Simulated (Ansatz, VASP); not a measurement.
**One calculation of GaN, two programs**

The input INCAR:

```
SYSTEM = GaN
PREC = Accurate ; ENCUT = 600
EDIFF = 1E-6 ; ISMEAR = 0
SIGMA = 0.1 ; LREAL = .False.
LASPH = .True. ; NELM = 60
ALGO = Normal ; ISIF = 3
LWAVE = .False. ; LCHARG = .False.
GGA = PE ; IBRION = 2
NSW = 90 ; EDIFFG = -0.04
```

File KPOINTS:

```
regular mesh
0
Gamma
  6 6 6
  0 0 0
```

File POSCAR:

```
GaN
1.0
    3.0233078800      0.0000000000      0.0000000000
   -1.5116539400      2.6182614200      0.0000000000
    0.0000000000      0.0000000000      2.9487791000
Ga N
1 1
Direct
    0.6666666700      0.3333333300      0.5000000000
    0.0000000000      0.0000000000      0.0000000000
```

Input for Ansatz:

```yaml
crystal:
  lattice:
    - [3.02330788, 0.0, 0.0]
    - [-1.51165394, 2.61826142, 0.0]
    - [0.0, 0.0, 2.9487791]
  atoms:
    - { symbol: Ga, position: [0.66666667, 0.33333333, 0.5] }
    - { symbol: "N", position: [0.0, 0.0, 0.0] }
basis:
  ecutwfc: 420
kpoints:
  mp_grid: { grid: [6, 6, 6] }
hamiltonian:
  xc: pbe
scf:
  occupations: { method: gaussian, width: 0.1 }
  lower_state_search: "off"
output:
  forces: true
  stress: true
  eigenvalues: true
relax:
  adjacent_minimum: "off"
  f_tol: 0.04
  max_steps: 70
  cell: { stress_tol: 0.4 }
```

Change from the starting cell: species swapped into the WC type (P-6m2, No. 187).

Alike in both runs: task relaxation of cell and atoms; functional PBE; k mesh 6 × 6 × 6; occupations gaussian, width 0.1 eV; no spin polarisation.

|  | VASP | Ansatz |
| --- | --- | --- |
| version | VASP 6.6.1 | Ansatz 0.2.0 |
| potentials or method | VASP PAW PBE potentials, release 64 (Ga_d, N) | scalar-relativistic, plane waves, PAW |
| plane-wave cutoff (eV) | 600 | 420 |
| valence electrons in the cell | 18 | 18 |

```csv
,VASP,Ansatz,Ansatz less VASP
"gap on the k mesh at the Fermi level, each at its own relaxed structure (eV)",none,none,-
relaxed volume (Å³/atom),10.43,10.40,-0.028
relaxed cell length with the largest relative difference (Å),2.998,2.996,-0.0027
energy change over the relaxation (meV/atom),-137,-141,-3.4
```

A gap of «none» marks a metal or a gap that the smearing closes.

Caveats: the k mesh is coarse (spacing up to 0.40 Å⁻¹), so the values aren't converged.
